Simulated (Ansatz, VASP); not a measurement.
**Two plane-wave programs on Te**

The input INCAR:

```
SYSTEM = Te
PREC     = Accurate       ! precision mode
ENCUT    = 520            ! plane-wave cutoff, eV
EDIFF    = 1E-6           ! SCF threshold, eV
ISMEAR   = -1             ! smearing method
SIGMA    = 0.1            ! smearing width, eV
LREAL    = .False.        ! projectors in reciprocal space
LASPH    = .True.         ! aspherical terms in the spheres
NELM     = 80             ! most SCF steps
ALGO     = Normal         ! electronic algorithm
ISIF     = 2              ! what is computed and relaxed
LWAVE    = .False.        ! write WAVECAR
LCHARG   = .False.        ! write CHGCAR
GGA      = B5             ! functional
ALDAX    = 1.0          
AGGAX    = 1.0          
AGGAC    = 1.0          
ALDAC    = 0.0          
NBANDS   = 13             ! bands
```

Contents of KPOINTS:

```
regular mesh
0
Gamma
  8 8 8
  0 0 0
```

The input POSCAR:

```
Te
1.0
    0.0000000000      3.5862938916      3.5862938916
    3.5862938916      0.0000000000      3.5862938916
    3.5862938916      3.5862938916      0.0000000000
Te
2
Direct
    0.1250000000      0.1250000000      0.1250000000
    0.8750000000      0.8750000000      0.8750000000
```

Input for Ansatz:

```yaml
crystal:
  lattice:
    - [0.0, 3.5862938916, 3.5862938916]
    - [3.5862938916, 0.0, 3.5862938916]
    - [3.5862938916, 3.5862938916, 0.0]
  atoms:
    - { symbol: Te, position: [0.125, 0.125, 0.125] }
    - { symbol: Te, position: [0.875, 0.875, 0.875] }
hamiltonian:
  xc: blyp
  pseudopotentials:
    kind: paw
    azcp:
      Te: "pseudopotentials/Te.paw.azcp"
basis:
  ecutwfc: 420
  fft_grid_basis: typed
kpoints:
  mp_grid: { grid: [8, 8, 8], shift: [0, 0, 0] }
magnetization:
  spin_polarized: false
scf:
  occupations: { method: fermi_dirac, width: 0.1 }
  lower_state_search: "off"
output:
  stress: true
  write_density: true
  write_potential: true
  elf: true
  volumetric_format: npy
```

Alike in both runs: task single point; functional BLYP; k mesh 8 × 8 × 8; occupations fermi-dirac, width 0.1 eV; no spin polarisation.

```csv
,VASP,Ansatz
version,VASP 6.6.1,Ansatz 0.2.0
potentials or method,"VASP PAW PBE potentials, release 64 (Te)","plane waves (420 eV) with PAW, scalar-relativistic"
plane-wave cutoff (eV),520,420
valence electrons in the cell,12,32
```

Ansatz gave:

```
pressure (GPa) : 2.2
```

Question: Which values does VASP return?

Answer: Pressure (GPa): 2.4.

The two sets of potentials don't hold the same shells in valence.

Caveats: the PAW data sets were made with another functional, which shifts forces and pressure a little (VASP). The runs have no spin-orbit coupling, so splittings on Te are missing.
